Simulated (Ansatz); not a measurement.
## Cu under changes of volume

One of the cells (11.810 Å³/atom); the others are scaled copies at fixed shape and fractional positions:

```xyz
1
Lattice="0.0000 1.8075 1.8075 1.8075 0.0000 1.8075 1.8075 1.8075 0.0000" Properties=species:S:1:pos:R:3 pbc="T T T"
Cu    0.0000    0.0000    0.0000
```

* Program: Ansatz 0.2.0
* Functional: PBE
* Potentials or basis: PseudoDojo stringent (PBE files)
* Cutoff: 1415 eV
* Density cutoff: 5660 eV
* k mesh: 13 × 13 × 13
* Occupations: fermi-dirac, width 0.05 eV
* Spin: no spin polarisation

| volume (Å³/atom) | energy over the lowest point (meV/atom) | pressure (GPa) |
| --- | --- | --- |
| 11.102 | ? | ? |
| 11.338 | 13.95 | 8.3 |
| 11.574 | 4.46 | 4.7 |
| 11.810 | 0.00 | 1.5 |
| 12.047 | 0.00 | -1.4 |
| 12.283 | 3.96 | -3.9 |
| 12.519 | 11.42 | -6.1 |

Q: What does the run at 11.102 Å³/atom give?

A: Energy over the lowest point 29.10 meV/atom; pressure 12.4 GPa.

Worked out: A Birch-Murnaghan fit of order 3 (a polynomial in V^(-2/3)) to the other rows has its minimum at 11.93 Å³/atom with B0 = V·E''(V) = 144 GPa and B' = 5.1. It gives 29.11 meV/atom at 11.102 Å³/atom, against the run's 29.10, and -dE/dV = 12.4 GPa, against 12.4.

Energies are extrapolated to zero smearing.
